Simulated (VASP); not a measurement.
**Input and output of a VASP PBE single-point calculation on BeTe (strained zincblende)**

INCAR

```
PREC = Accurate
SIGMA = 0.02
LCHARG = .TRUE.
LREAL = .FALSE.
LWAVE = .FALSE.
EDIFF = 1E-7
ISMEAR = -1
NELM = 120
ISIF = 2
LASPH = .TRUE.
GGA = PE
NSW = 0
IBRION = -1
NBANDS = 11
LELF = .TRUE.
ENCUT = 520
```

KPOINTS

```
KPOINTS created by Atomic Simulation Environment
0
Gamma
8 8 8
0 0 0
```

KPOINTS_OPT

```
special points
7
Reciprocal
0.0000000000 0.0000000000 0.0000000000 1
-0.5000000000 -0.5000000000 0.0000000000 1
-0.3750000000 -0.3750000000 0.2500000000 1
-0.3750000000 0.0000000000 0.3750000000 1
0.0000000000 0.0000000000 0.5000000000 1
-0.5000000000 -0.2500000000 0.2500000000 1
0.0000000000 0.5000000000 0.5000000000 1
```

POSCAR

```
Be Te
 1.0000000000000000
     0.0000000000000000    2.7720511529000000    2.7720511529000000
     2.7720511529000000    0.0000000000000000    2.7720511529000000
     2.7720511529000000    2.7720511529000000    0.0000000000000000
 Be  Te
   1   1
Cartesian
  0.0000000000000000  0.0000000000000000  0.0000000000000000
  1.3860255764500002  1.3860255764500002  1.3860255764500002
```

VASP ran with the recommended PBE PAW datasets (8 valence electrons in the cell).

Command

```
mpirun -np 1 vasp_std
```

OSZICAR

```
N       E                     dE             d eps       ncg     rms          rms(c)
DAV:   1     0.185400652189E+02    0.18540E+02   -0.33282E+03   638   0.591E+02
DAV:   2    -0.676180086928E+01   -0.25302E+02   -0.24495E+02   819   0.920E+01
DAV:   3    -0.775055236471E+01   -0.98875E+00   -0.98747E+00   867   0.196E+01
DAV:   4    -0.776027277552E+01   -0.97204E-02   -0.97196E-02   749   0.214E+00
DAV:   5    -0.776047868800E+01   -0.20591E-03   -0.20591E-03   853   0.308E-01    0.444E+00
DAV:   6    -0.762520347217E+01    0.13528E+00   -0.16692E-01   743   0.168E+00    0.265E+00
DAV:   7    -0.758653325657E+01    0.38670E-01   -0.12416E-01   773   0.155E+00    0.561E-01
DAV:   8    -0.758703368917E+01   -0.50043E-03   -0.72303E-03   731   0.496E-01    0.906E-02
DAV:   9    -0.758728701139E+01   -0.25332E-03   -0.36524E-04   753   0.113E-01    0.358E-02
DAV:  10    -0.758735139871E+01   -0.64387E-04   -0.83830E-05   726   0.478E-02    0.179E-02
DAV:  11    -0.758735252165E+01   -0.11229E-05   -0.24767E-06   838   0.904E-03    0.133E-02
DAV:  12    -0.758735467622E+01   -0.21546E-05   -0.49272E-06   692   0.131E-02    0.994E-03
DAV:  13    -0.758735479228E+01   -0.11606E-06   -0.45236E-08   792   0.150E-03    0.348E-03
DAV:  14    -0.758735494890E+01   -0.15663E-06   -0.91060E-09   441   0.543E-04    0.576E-04
DAV:  15    -0.758735499657E+01   -0.47671E-07   -0.23634E-09   343   0.250E-04
   1 F= -.75873550E+01 E0= -.75873550E+01  d E =-.260410E-10
       N       E                     dE             ncg
DAV:   1     0.589489440715E+03   -0.15134E+04      154
DAV:   2     0.408569466723E+03   -0.18092E+03      224
DAV:   3     0.401468713445E+03   -0.71008E+01      212
DAV:   4     0.401394396654E+03   -0.74317E-01      190
DAV:   5     0.401392823311E+03   -0.15733E-02      219
DAV:   6     0.401392783947E+03   -0.39364E-04      189
DAV:   7     0.401392782507E+03   -0.14397E-05      213
DAV:   8     0.401392782450E+03   -0.57767E-07      171
```

From OUTCAR

```
k-points           NKPTS =     29   k-points in BZ     NKDIM =     29   number of bands    NBANDS=     11

   NELECT =       8.0000    total number of electrons

   dimension x,y,z NGX =    30 NGY =   30 NGZ =   30
   dimension x,y,z NGXF=    60 NGYF=   60 NGZF=   60

  energy-cutoff  :      520.00
  volume of cell :       42.60
      direct lattice vectors                 reciprocal lattice vectors
     0.000000000  2.772051153  2.772051153    -0.180371852  0.180371852  0.180371852
     2.772051153  0.000000000  2.772051153     0.180371852 -0.180371852  0.180371852
     2.772051153  2.772051153  0.000000000     0.180371852  0.180371852 -0.180371852

 k-points in reciprocal lattice and weights: KPOINTS created by Atomic Simulation Env
   0.00000000  0.00000000  0.00000000       0.002
   0.12500000  0.00000000  0.00000000       0.016
   0.25000000  0.00000000  0.00000000       0.016
   0.37500000  0.00000000  0.00000000       0.016
   0.50000000  0.00000000  0.00000000       0.008
   0.12500000  0.12500000  0.00000000       0.012
   0.25000000  0.12500000  0.00000000       0.047
   0.37500000  0.12500000  0.00000000       0.047
   ...

 E-fermi :   6.0185

 k-point     1 :       0.0000    0.0000    0.0000
  band No.  band energies     occupation
      1      -6.9809      2.00000
      2       5.6383      2.00000
      3       5.6383      2.00000
      4       5.6383      2.00000
      5       9.2047      0.00000
      6       9.2047      0.00000
      7       9.2047      0.00000
      8       9.8124      0.00000
      9      14.0218      0.00000
     10      15.9811      0.00000
     11      15.9811      0.00000

 k-point     2 :       0.1250    0.0000    0.0000
  band No.  band energies     occupation
      1      -6.8228      2.00000
      2       4.2610      2.00000
      3       5.3813      2.00000
      4       5.3813      2.00000
      5       9.2499      0.00000
      6       9.5728      0.00000
      7       9.5728      0.00000
      8      11.0351      0.00000
      9      14.4433      0.00000
     10      14.9895      0.00000
     11      14.9895      0.00000

 k-point     3 :       0.2500    0.0000    0.0000
  band No.  band energies     occupation
      1      -6.3839      2.00000
      2       2.1528      2.00000
      3       4.9098      2.00000
      4       4.9098      2.00000
      5       9.0595      0.00000
      6      10.1250      0.00000
      7      10.1250      0.00000
      8      12.9122      0.00000
      9      14.7118      0.00000
     10      14.7118      0.00000
     11      14.7773      0.00000

 k-point     4 :       0.3750    0.0000    0.0000
  band No.  band energies     occupation
      1      -5.8164      2.00000
      2       0.4722      2.00000
      3       4.5515      2.00000
      4       4.5515      2.00000
      5       8.8996      0.00000
      6      10.2443      0.00000
      7      10.2443      0.00000
      8      13.5091      0.00000
      9      15.6708      0.00000
     10      15.8194      0.00000
     11      15.8194      0.00000

 k-point     5 :       0.5000    0.0000    0.0000
  band No.  band energies     occupation
      1      -5.5141      2.00000
      2      -0.2127      2.00000
      3       4.4234      2.00000
      4       4.4234      2.00000
      5       8.8425      0.00000
      6      10.2037      0.00000
      7      10.2037      0.00000
      8      13.4347      0.00000
      9      16.7916      0.00000
     10      17.3201      0.00000
     11      17.3201      0.00000

 k-point     6 :       0.1250    0.1250    0.0000
  band No.  band energies     occupation
      1      -6.7699      2.00000
      2       4.5205      2.00000
      3       4.9190      2.00000
      4       4.9190      2.00000
      5       8.8114      0.00000
      6      10.2325      0.00000
      7      10.2325      0.00000
      8      10.7872      0.00000
      9      13.7756      0.00000
     10      14.9031      0.00000
     11      16.2285      0.00000

 k-point     7 :       0.2500    0.1250    0.0000
  band No.  band energies     occupation
      1      -6.4225      2.00000
      2       2.7919      2.00000
      3       4.4019      2.00000
      4       4.5940      2.00000
      5       8.9494      0.00000
      6      10.3252      0.00000
      7      11.0063      0.00000
      8      11.5213      0.00000
      9      14.2630      0.00000
     10      15.5535      0.00000
     11      15.9333      0.00000

 k-point     8 :       0.3750    0.1250    0.0000
  band No.  band energies     occupation
      1      -5.8841      2.00000
      2       1.0368      2.00000
      3       4.0704      2.00000
      4       4.1004      2.00000
      5       9.1628      0.00000
      6      10.3830      0.00000
      7      11.1694      0.00000
      8      12.1685      0.00000
      9      15.4420      0.00000
     10      16.1106      0.00000
     11      16.6461      0.00000

 k-point     9 :       0.5000    0.1250    0.0000
  band No.  band energies     occupation
      1      -5.4537      2.00000
      2       0.0160      2.00000
      3       3.6361      2.00000
      4       4.0962      2.00000
      5       9.2161      0.00000
      6      10.3474      0.00000
      7      10.9006      0.00000
      8      13.5216      0.00000
      9      15.4557      0.00000
     10      17.2777      0.00000
     11      17.3636      0.00000

 k-point    10 :      -0.3750    0.1250    0.0000
  band No.  band energies     occupation
      1      -5.5581      2.00000
      2       0.2448      2.00000
      3       3.4586      2.00000
      4       4.3816      2.00000
      5       9.3826      0.00000
      6      10.4377      0.00000
      7      10.6198      0.00000
      8      13.7554      0.00000
      9      15.3568      0.00000
     10      15.6322      0.00000
     11      17.4009      0.00000

 k-point    11 :      -0.2500    0.1250    0.0000
  band No.  band energies     occupation
      1      -6.0758      2.00000
      2       1.5697      2.00000
      3       3.6159      2.00000
      4       4.8731      2.00000
      5       9.6033      0.00000
      6      10.2582      0.00000
      7      10.6228      0.00000
      8      12.5947      0.00000
      9      13.9894      0.00000
     10      15.5860      0.00000
     11      16.8523      0.00000

 k-point    12 :      -0.1250    0.1250    0.0000
  band No.  band energies     occupation
      1      -6.5697      2.00000
      2       3.2520      2.00000
      3       4.2587      2.00000
      4       5.3459      2.00000
      5       9.6568      0.00000
      6       9.6843      0.00000
      7      10.1583      0.00000
      8      11.8611      0.00000
      9      13.9594      0.00000
     10      14.8575      0.00000
     11      15.6418      0.00000

 k-point    13 :       0.2500    0.2500    0.0000
  band No.  band energies     occupation
      1      -6.1803      2.00000
      2       2.6441      2.00000
      3       3.8298      2.00000
      4       3.8298      2.00000
      5       8.1645      0.00000
      6      10.0503      0.00000
      7      12.2065      0.00000
      8      12.2065      0.00000
      9      14.6336      0.00000
     10      16.5805      0.00000
     11      16.9714      0.00000

 k-point    14 :       0.3750    0.2500    0.0000
  band No.  band energies     occupation
      1      -5.7288      2.00000
      2       1.4729      2.00000
      3       3.2171      2.00000
      4       3.4885      2.00000
      5       8.3203      0.00000
      6       9.8436      0.00000
      7      12.5289      0.00000
      8      12.8148      0.00000
      9      16.3136      0.00000
     10      17.2022      0.00000
     11      17.5700      0.00000

 k-point    15 :       0.5000    0.2500    0.0000
  band No.  band energies     occupation
      1      -5.2855      2.00000
      2       0.5381      2.00000
      3       2.4595      2.00000
      4       3.4745      2.00000
      5       8.5390      0.00000
      6      11.2133      0.00000
      7      12.3328      0.00000
      8      12.5842      0.00000
      9      16.2075      0.00000
     10      17.5917      0.00000
     11      18.3515      0.00000

 k-point    16 :      -0.3750    0.2500    0.0000
  band No.  band energies     occupation
      1      -5.2202      2.00000
      2       0.4505      2.00000
      3       2.0021      2.00000
      4       3.7881      2.00000
      5       8.8599      0.00000
      6      12.0518      0.00000
      7      12.1408      0.00000
      8      13.4136      0.00000
      9      14.3740      0.00000
     10      15.3807      0.00000
     11      18.3608      0.00000

 ...

  Total        1.1416901      1.1416901      1.1416901      0.0000000      0.0000000     -0.0000000
  in kB       42.9363496     42.9363496     42.9363496      0.0000000      0.0000000     -0.0000000
  external PRESSURE =      42.9363496 kB  Pullay stress =       0.0000000 kB

 POSITION                                       TOTAL-FORCE (eV/Angst)
 -----------------------------------------------------------------------------------
      0.00000      0.00000      0.00000         0.000000      0.000000      0.000000
      1.38603      1.38603      1.38603        -0.000000     -0.000000     -0.000000
 -----------------------------------------------------------------------------------
    total drift:                                0.000000      0.000000      0.000000

  FREE ENERGIE OF THE ION-ELECTRON SYSTEM (eV)
  ---------------------------------------------------
  free  energy   TOTEN  =        -7.5873549966 eV

  energy  without entropy=       -7.5873549965  energy(sigma->0) =       -7.58735500
```

- gap between bands v and c: 1.85 eV
- least direct gap: 3.57 eV
- pressure: 4.3 GPa

Band v is the last that the valence electrons fill when counted band by band, and c is the next.

The run took about 13 s on one core of a shared host (Intel Xeon Platinum 8488C) and held 0.18 GiB at most.
